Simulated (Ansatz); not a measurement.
Cd:

```
CELL_PARAMETERS angstrom
3.09307 0.00000 0.00000
-1.54653 2.67868 0.00000
0.00000 0.00000 10.43074
ATOMIC_POSITIONS crystal
Cd 0.66667 0.33333 0.75000
Cd 0.00000 0.00000 0.50000
Cd 0.33333 0.66667 0.25000
Cd 0.00000 0.00000 0.00000
```

Base run:

| Item | Value |
| --- | --- |
| Program | Ansatz 0.2.0 |
| Functional | PBE |
| Potentials or basis | Ansatz PAW |
| Cutoff | 420 eV |
| Density cutoff | 1680 eV |
| k mesh | 10 × 10 × 3 |
| Occupations | fermi-dirac, width 0.05 eV |
| Spin | no spin polarisation |

Its results: band gap on the k mesh none (metal or under the smearing width); pressure 2.7 GPa.

The run is repeated on the same cell with these changes: functional from PBE to PBEsol. What comes out?

Band gap on the k mesh none (metal or under the smearing width); pressure -1.7 GPa.

PBEsol binds more tightly than PBE, so the same cell stands under less pressure.

Caveats: the PAW data sets come from PBE, with cores solved anew for the run's functional, which leaves a small shift of forces and pressure (some runs).

Not every run made on this cell is shown here.
